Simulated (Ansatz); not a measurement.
The system is Al2O3.

```
Al O
1.0
     4.61378    0.00000    0.00000
     0.00000    9.56328    0.00000
     0.00000    0.00000    3.11986
Al O
4 6
Cartesian
  4.5352 7.8856 0.0000
  0.0785 1.6777 0.0000
  2.2283 6.4593 1.5599
  2.3854 3.1040 1.5599
  2.3069 4.7816 1.5599
  0.5704 7.2016 1.5599
  1.7365 2.4200 0.0000
  2.8773 7.1433 0.0000
  0.0000 0.0000 0.0000
  4.0434 2.3617 1.5599
```

Measurements of this composition are mostly on another form, of space group No. 167.

Base run:

* Program: Ansatz 0.2.0
* Functional: RPBE
* Potentials or basis: Ansatz PAW
* Cutoff: 420 eV (not typed: the program's choice for these potentials)
* k mesh: 6 × 3 × 9
* Occupations: fermi-dirac, width 0.05 eV
* Spin: no spin polarisation

Its results: band gap on the k mesh 3.69 eV, direct; pressure 3.0 GPa; largest force 0.218 eV/Å.

Task: The run is repeated on the same cell with these changes: functional from RPBE to PBE; cutoff from 420 eV (not typed: the program's choice for these potentials) to 300 eV. What comes out?

Result: Band gap on the k mesh 3.48 eV, direct; pressure 0.3 GPa; largest force 0.185 eV/Å.

PBE binds more tightly than RPBE, so the same cell stands under less pressure.

Caveats: the PAW data sets come from PBE, with cores solved anew for the run's functional, which leaves a small shift of forces and pressure (some runs); odd divisions of the mesh miss points on the zone boundary, where band edges often lie, so the gap on the mesh can be too wide (some runs); the pressure holds a Pulay correction of +19.5 GPa for the finite cutoff (some runs); the cutoff lies under the one recommended for these potentials (some runs).
